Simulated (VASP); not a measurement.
Wanted: the native input for a VASP 6.6.1 run.

```yaml
Task: single point
Functional: PBE
Potentials_or_basis: VASP PAW PBE potentials, release 64 (W_sv_GW, C_GW)
Cutoff: 450 eV
k_mesh: 7 × 7 × 7
Occupations: gaussian, width 0.02 eV
Spin: no spin polarisation
Further_INCAR_settings: ALGO = Fast; EDIFF = 1e-06; NBANDS = 16
```

The structure of WC lies in POSCAR:

```
WC
1.0
    0.0000000000      2.1926840000      2.1926840000
    2.1926840000      0.0000000000      2.1926840000
    2.1926840000      2.1926840000      0.0000000000
W C
1 1
Direct
    0.0000000000      0.0000000000      0.0000000000
    0.5000000000      0.5000000000      0.5000000000
```

Measurements of this composition are mostly on another form, of space group No. 187.

One way to write it, as run:

INCAR

```
SYSTEM = WC
  ALGO = Fast
  EDIFF = 1E-6
  ENCUT = 450
  GGA = PE
  ISIF = 2
  ISMEAR = 0
  LASPH = .True.
  LCHARG = .True.
  LELF = .True.
  LREAL = .False.
  LVHAR = .True.
  LWAVE = .False.
  NBANDS = 16
  NELM = 100
  PREC = Accurate
  SIGMA = 0.02
```

KPOINTS

```
k-points
0
Gamma
  7 7 7
  0 0 0
```

Potentials or basis: VASP PAW PBE potentials, release 64 (W_sv_GW, C_GW).

Run with:

```console
$ cat potpaw_PBE.64/W_sv_GW/POTCAR potpaw_PBE.64/C_GW/POTCAR > POTCAR
$ mpirun -np 1 vasp_std > vasp.out
```

Results of the run:

The band gap on the k mesh is none (metal or under the smearing width).

It took 5.5 s on 1 thread of Intel(R) Xeon(R) 6975P-C (Granite Rapids), on a shared host, peak memory 0.14 GiB.
